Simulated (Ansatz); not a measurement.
Runs of Ansatz 0.2.0 on BaTiO3. The typed cell holds 10 atoms: a = 4.000 Å, b = 4.018 Å, c = 8.000 Å, α = 90.00°, β = 90.00°, γ = 90.00°. 

```csv
task,level,spin,U,cell,cutoff (eV),points for each segment of the path,hubbard projectors,double counting,gap on the mesh (eV),pressure (GPa),relaxed volume (Å³/atom),largest force (eV/Å)
relaxation of cell and atoms,r2SCAN+D3(BJ),off,-,relaxed,500,-,-,-,2.64,0.0,(a),0.01
band structure,PBEsol,"SOC, no magnetisation",-,as given,420,10,-,-,(b),3.7,-,6.58
band structure,r2SCAN,off,-,as given,500,10,-,-,1.68,7.0,-,6.86
relaxation of cell and atoms,PBEsol+U,off,Ti d U = 5 eV,relaxed,420,-,ortho-atomic (the default),fll (the default),2.42,0.0,12.64,-
```

Alike in all rows: potentials or basis Ansatz PAW; k mesh 7 × 7 × 4; smearing fermi-dirac 0.05 eV.

Question: Estimate the missing entries.

Answer: (a) 12.83; (b) 1.36.

Caveats: the PAW data sets come from PBE, with cores solved anew for the run's functional, which leaves a small shift of forces and pressure; spin-orbit coupling is left out, which moves the levels of the heavy elements (some runs); odd divisions of the mesh miss points on the zone boundary, where band edges often lie, so the gap on the mesh can be too wide (some runs); the plane-wave basis is chosen anew once the cell has moved, so the energies of steps on either side of that aren't comparable (some runs); the k mesh misses the band edges, so the gap on the mesh is wider than the one along the path (some runs); forces of over 1 eV/Å show positions far from the minimum, so gaps and moduli don't describe the material at rest (some runs); the dispersion damping was fitted for another functional or another form of the correction (some runs).

A k mesh can miss the band edges, and rows without SOC leave out spin-orbit coupling on Ba.

Runs at the PBE level aren't shown here.
